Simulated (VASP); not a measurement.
## A VASP 6.6.1 relaxation on NaCl

INCAR

```
PSTRESS = 10
IBRION = 2
EDIFFG = 0.001
SIGMA = 0.02
NBANDS = 14
LREAL = .FALSE.
NELM = 120
ISIF = 3
PREC = Accurate
LWAVE = .FALSE.
ISMEAR = -1
GGA = PS
EDIFF = 1E-7
ENCUT = 600
LASPH = .TRUE.
NSW = 40
LCHARG = .FALSE.
```

KPOINTS

```
KPOINTS created by Atomic Simulation Environment
0
Gamma
8 8 8
0 0 0
```

POSCAR

```
Na Cl
 1.0000000000000000
     0.0000000000000000    2.8475812657361486    2.8475812657361486
     2.8475812657361486    0.0000000000000000    2.8475812657361486
     2.8475812657361486    2.8475812657361486   -0.0000000000000000
 Na  Cl
   1   1
Cartesian
 -0.0000000000000000  0.0000000000000000 -0.0000000000000000
  2.8475812657361486  2.8475812657361486  2.8475812657361486
```

The recommended PBE PAW datasets give the neutral cell 14 valence electrons.

Command

```
mpirun -np 1 vasp_std
```

Task: How does this run end, and what does it give?

Result: It converged. Results: relaxed cell vector lengths 3.921, 3.921, 3.921 Å; relaxed cell volume 42.63 Å³.

OSZICAR

```
N       E                     dE             d eps       ncg     rms          rms(c)
DAV:   1     0.103981589448E+03    0.10398E+03   -0.74057E+03   812   0.108E+03
DAV:   2     0.188294265205E+01   -0.10210E+03   -0.93397E+02   880   0.275E+02
DAV:   3    -0.699786914665E+01   -0.88808E+01   -0.88138E+01  1046   0.748E+01
DAV:   4    -0.715736596845E+01   -0.15950E+00   -0.15941E+00   956   0.107E+01
DAV:   5    -0.716082076527E+01   -0.34548E-02   -0.34546E-02  1080   0.159E+00    0.190E+00
DAV:   6    -0.699791505838E+01    0.16291E+00   -0.26972E-01  1022   0.349E+00    0.135E+00
DAV:   7    -0.698732501757E+01    0.10590E-01   -0.63199E-02  1088   0.162E+00    0.919E-01
DAV:   8    -0.699119574272E+01   -0.38707E-02   -0.82294E-03   920   0.810E-01    0.281E-01
DAV:   9    -0.699109590774E+01    0.99835E-04   -0.19751E-04  1004   0.107E-01    0.187E-01
DAV:  10    -0.699113959572E+01   -0.43688E-04   -0.35893E-04   956   0.111E-01    0.677E-02
...
DAV:   1    -0.710592655451E+01   -0.10703E+00   -0.22534E+00   992   0.190E+01    0.219E+00
DAV:   2    -0.701340312605E+01    0.92523E-01   -0.12960E-01   944   0.342E+00    0.885E-01
DAV:   3    -0.699696341823E+01    0.16440E-01   -0.35517E-02  1016   0.185E+00    0.440E-01
DAV:   4    -0.699522692429E+01    0.17365E-02   -0.11762E-03  1166   0.348E-01    0.406E-02
DAV:   5    -0.699517845381E+01    0.48470E-04   -0.14494E-04   950   0.798E-02    0.222E-02
DAV:   6    -0.699517666320E+01    0.17906E-05   -0.61875E-06   980   0.321E-02    0.141E-02
DAV:   7    -0.699517695179E+01   -0.28859E-06   -0.17780E-06  1022   0.154E-02    0.276E-03
DAV:   8    -0.699517683929E+01    0.11250E-06   -0.10792E-07   854   0.486E-03    0.850E-04
DAV:   9    -0.699517684143E+01   -0.21328E-08   -0.45101E-09   466   0.731E-04
   3 F= -.67290910E+01 E0= -.67290910E+01  d E =-.262000E-01
```

Standard output (part)

```
POSCAR found type information on POSCAR NaCl
 POSCAR found :  2 types and       2 ions
 LDA part: xc-table for (Slater+PW92), standard interpolation
 POSCAR, INCAR and KPOINTS ok, starting setup
 WAVECAR not read
 entering main loop
 curvature:   0.00 expect dE= 0.000E+00 dE for cont linesearch  0.000E+00
 search vector abs. value=  0.267E-01
 bond charge predicted
 trial-energy change:   -0.020250  1 .order   -0.019955   -0.026677   -0.013233
 bond charge predicted
 curvature:  -0.96 expect dE=-0.533E-04 dE for cont linesearch -0.533E-04
 trial: gam=-0.04364 g(F)=  0.180E-60 g(S)=  0.558E-04 ort = 0.122E-02 (trialstep = 0.116E+01)
 search vector abs. value=  0.117E-06
 reached required accuracy - stopping structural energy minimisation
```

| ionic step | ΔH (meV/atom) | volume (Å³) | largest force (eV/Å) | pressure (GPa) | electronic steps |
| --- | --- | --- | --- | --- | --- |
| 1 | 0.0 | 46.18 | 0.000 | -1.11 | 14 |
| 2 | -10.1 | 44.18 | 0.000 | -0.09 | 9 |
| 3 | -13.1 | 42.63 | 0.000 | 0.90 | 9 |

For comparison, a separate PBEsol relaxation on usual settings, not on those above, ends at 44.02 Å³.
